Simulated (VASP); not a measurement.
Here is a VASP 6.6.1 calculation.

The input INCAR:

```
PREC = Accurate
ENCUT = 520
EDIFF = 1E-6
ISMEAR = 0
SIGMA = 0.028000000000000004
LREAL = F
LASPH = T
NELM = 80
ALGO = Fast
ISIF = 2
LWAVE = F
LCHARG = F
GGA = PE
NBANDS = 17
```

File KPOINTS:

```
regular mesh
0
Gamma
  8 8 8
```

POSCAR

```
PbSe
1.0
    0.0000000000      3.0606500000      3.0606500000
    3.0606500000      0.0000000000      3.0606500000
    3.0606500000      3.0606500000      0.0000000000
Pb Se
1 1
Direct
    0.0000000000      0.0000000000      0.0000000000
    0.5000000000      0.5000000000      0.5000000000
```

Potentials or basis: VASP PAW PBE potentials, release 64 (Pb_d, Se).

The run is started by

```bash
$ cat potpaw_PBE.64/Pb_d/POTCAR potpaw_PBE.64/Se/POTCAR > POTCAR
$ mpirun -np 1 vasp_std > vasp.out
```

(1) Estimate the band gap on the k mesh.

(2) Predict the pressure.

Answers

(1) 0.29 eV, direct.

(2) 2.4 GPa.

Caveat: spin-orbit coupling is left out, which as a rule narrows the gap of such compounds by several tenths of an eV.

**Experimental background.**

A printed reference work, monograph reports, for a bulk crystal of PbSe at 300 K: band gap 0.28 eV (direct).

Measured gap of PbSe: 0.28 eV (direct; 300 K; a printed reference work, monograph). This calculation gives 0.29 eV (+0.01 eV). 2 values of this kind are on record (0.15 to 0.28 eV); this one was drawn at random. Spin-orbit coupling on Pb, Se is left out. The value is that of PBE on a finite k mesh, which can miss the band edges, without temperature or zero-point motion.
